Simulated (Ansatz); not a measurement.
## Ansatz 0.2.0, settings compared: Nb

Input:

```yaml
crystal:
  lattice:
    - [0.0, 2.106387, 2.106387]
    - [2.106387, 0.0, 2.106387]
    - [2.106387, 2.106387, 0.0]
  atoms:
    - { symbol: Nb, position: [0.0, 0.0, 0.0] }
  symmetry: { tolerance: 0.0003 }
kpoints:
  mp_grid: { grid: [7, 7, 7], shift: [0, 0, 0] }
magnetization:
  spin_polarized: false
scf:
  occupations: { method: fermi_dirac }
hamiltonian:
  pseudopotentials: { kind: paw }
  xc: pbe
basis:
  ecutwfc: 420
output:
  forces: true
  stress: true
  eigenvalues: true
```

The command:

```bash
ansatz run input.yaml --threads 1 --pin off --max-ram 2560MiB --backend cpu --events-out ev --progress --plain --runs-dir out
```

Origin of the cell: a known structure type with other elements, at an estimated volume, so it need not be a known compound.

The smearing width isn't typed, so it takes its default of 0.1 eV.

Output of this run (shortened):

```
SCF iter   1: F=—  HF=-4552.004662 eV  Δρ=2.35e-3  dr2=3.45e-4
SCF iter   2: F=—  HF=-4552.004840 eV  Δρ=1.18e-3  dr2=8.41e-5
SCF iter   3: F=—  HF=-4552.004921 eV  Δρ=1.08e-4  dr2=8.58e-7
SCF iter   4: F=-4552.004921 eV  HF=-4552.004921 eV  Δρ=3.54e-5  dr2=7.45e-8
SCF iter   5: F=-4552.004921 eV  HF=-4552.004921 eV  Δρ=1.12e-5  dr2=1.18e-8
SCF iter   6: F=-4552.004921 eV  HF=-4552.004921 eV  Δρ=1.72e-6  dr2=2.06e-10
SCF 1 converged in 6 iterations: F = -4552.004921 eV  dr2 = 2.06e-10
SCF converged after 6 iterations
Free energy (F): -4552.004921 eV
Harris-Foulkes:  -4552.004921 eV  (|F-HF|=1.08e-10)
Internal energy: -4551.969202 eV  (E = F + TS)
E sigma→0 (E₀):  -4551.987062 eV
Entropy (-TS):   -0.035719 eV (-35.719 meV/atom)
Fermi energy:    17.441637 eV
--- Per-component energies (eV) ---
  E_band       = -77.051364
  E_kinetic    = 394.135951
  E_local      = -715.126995  (includes V_loc(G=0)·N_el)
  E_nonlocal   = 119.665875
  E_hartree    = 222.220048
  E_xc         = -175.313119
  E_vxc        = -212.629807  (∫ρ·V_xc dr)
  E_paw        = -3073.311211  (= ΣΔE_a)
  E_vpaw       = -107.536301  (= ΣTr[D̂ρ^β])
  E_aug_tail   = 0.000008  (compensation charges beyond the density's cutoff)
  E_ewald      = -1324.239758
  E_smearing   = -0.035719  (= −TS)
  Σ components = -4552.004921   (vs F -4552.004921, Δ=0.00e0)
--- Forces (eV/Å), atoms counted from 1 ---
  atom   1  Nb    -0.000000    -0.000000     0.000000
  max |Σ_I F_I| component: 0.0 eV/Å
--- Stress (GPa, compression-positive) ---
        0.049678       0.000000       0.000000
        0.000000       0.049678      -0.000000
        0.000000       0.000000       0.049678
  P = ⅓ Tr σ = 0.0497 GPa (0.497 kbar)
```

The same input was run again with these changes:

1. `scf.algorithm` default → density_mixing
2. `hamiltonian.pseudopotentials` { kind: paw } → { kind: paw, source: jth }; `scf.eigensolver.kind` default → davidson
3. `hamiltonian.hubbard` default → { sites: [{ species: Nb, l: d, u_eff: 4.0 }], double_counting: amf }
4. `scf.occupations.width` default → 0.3

| run | end | SCF iterations | P (GPa) | max force component (eV/Å) | moment (μB) | ΔE(σ→0) (meV/atom) |
| --- | --- | --- | --- | --- | --- | --- |
| base | converged | 6 | 0.05 | 0.000 | – | 0 |
| 1 | converged | 6 | 0.05 | 0.000 | – | 0.00 |
| 2 | converged | 7 | -0.03 | 0.000 | – | – |
| 3 | converged | 6 | 0.81 | 0.000 | – | – |
| 4 | converged | 6 | 1.99 | 0.000 | – | 12.67 |

Energies are compared only where functional, datasets, charge and starting cell are the same.

Not properties of the system: run 4 (too coarse or loose: `scf.occupations.width` = 0.3).

Caveats of the base run: no moments, though an odd count or open d shells may carry them; the k mesh is coarse if the cell is a metal.

Run 2: the cutoff lies below the datasets' advice.
Run 4: wide smearing.
